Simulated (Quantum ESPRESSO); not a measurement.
# Pd under changes of volume

One of the cells (15.547 Å³/atom); the others are scaled copies at fixed shape and fractional positions:

```
CELL_PARAMETERS angstrom
-1.57228 1.57228 1.57228
1.57228 -1.57228 1.57228
1.57228 1.57228 -1.57228
ATOMIC_POSITIONS crystal
Pd 0.00000 0.00000 0.00000
```

This isn't the form of Pd at room conditions, which is fcc.

- Program: Quantum ESPRESSO 7.5
- Functional: PBEsol
- Potentials or basis: GBRV 1.5 PBEsol
- Cutoff: 612 eV
- Density cutoff: 4898 eV
- k mesh: 12 × 12 × 12
- Occupations: fermi-dirac, width 0.05 eV
- Spin: no spin polarisation

```csv
volume (Å³/atom),energy over the lowest point (meV/atom),pressure (GPa)
14.614,0.00,1.1
14.925,1.38,-3.0
15.236,10.27,-6.6
15.547,25.75,-9.7
15.858,46.95,-12.5
16.169,?,?
16.480,103.51,-16.9
```

**Question.** What does the run at 16.169 Å³/atom give?

**Answer.** Energy over the lowest point 73.09 meV/atom; pressure -14.8 GPa.

Worked out: A Birch-Murnaghan fit of order 3 (a polynomial in V^(-2/3)) to the other rows has its minimum at 14.72 Å³/atom with B0 = V·E''(V) = 202 GPa and B' = 5.5. It gives 73.08 meV/atom at 16.169 Å³/atom, against the run's 73.09, and -dE/dV = -14.6 GPa, against -14.8.

Energies are extrapolated to zero smearing.
